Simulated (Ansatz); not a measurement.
Crystal: I, diamond type, 2 atoms in the cell.

Theory: PBE, plane waves, PAW datasets (generated hard set) (Ansatz).

Cutoff 700 eV; k-mesh 12×12×12 Γ-centred; Fermi–Dirac smearing of 0.0612 eV; no spin polarisation; no spin–orbit coupling.

The fit to the energies gives V₀ = 60.559 Å³/atom (a₀ = 7.854 Å), B₀ = 10.9 GPa, B₀′ = 5.22.

(1) What pressure does the program print at V = 62.994 Å³/atom, and how far above the lowest computed point (V = 60.571 Å³/atom) does the energy lie?

## Answers

(1) -0.39 GPa and 3.07 meV/atom. All points:

```
V (Å³/atom)   a (Å)  E − E(min) (meV/atom)  P (GPa)
     56.937  7.6942                   8.38     0.79
     58.148  7.7483                   3.55     0.49
     59.360  7.8018                   0.84     0.23
     60.571  7.8545                   0.00     0.00
     61.782  7.9065                   0.81    -0.21
     62.994  7.9579                   3.07    -0.39
     64.205  8.0085                   6.62    -0.55
```

The published all-electron PBE values for this crystal (mean of FLEUR and WIEN2k, k-spacing 0.06 Å⁻¹; Bosoni et al., Nat. Rev. Phys. 6, 45 (2024)) are V₀ = 60.573 Å³/atom, B₀ = 10.9 GPa, B₀′ = 5.21. This run's mesh is coarser (spacing 0.12 Å⁻¹), so part of any difference comes from k-sampling.

The stress includes the program's correction for the finite plane-wave basis.

This cubic structure is a model: it isn't the usual form of the substance at ambient conditions, and such phases are metastable or hypothetical. Spin polarisation is left out, and a magnetic state may lie lower.
